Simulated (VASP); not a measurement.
The system is TePb.

```
Te Pb
1.0
     0.00000    3.22185    3.22185
     3.22185    0.00000    3.22185
     3.22185    3.22185    0.00000
Te Pb
1 1
Direct
  0.50000 0.50000 0.50000
  0.00000 0.00000 0.00000
```

Base run:

| Quantity | Value |
| --- | --- |
| Program | VASP 6.6.1 |
| Functional | PBEsol |
| Potentials or basis | VASP PAW PBE potentials, release 64 (Te, Pb_d) |
| Cutoff | 520 eV |
| k mesh | 8 × 8 × 8 |
| Occupations | gaussian, width 0.03 eV |
| Spin | no spin polarisation |

Its results: band gap on the k mesh 0.65 eV, direct.

The run is repeated on the same cell with these changes: functional from PBEsol to TB-mBJ. What comes out?

Band gap on the k mesh 1.10 eV, direct.

Caveats: spin-orbit coupling is left out, which as a rule narrows the gap of such compounds by several tenths of an eV.
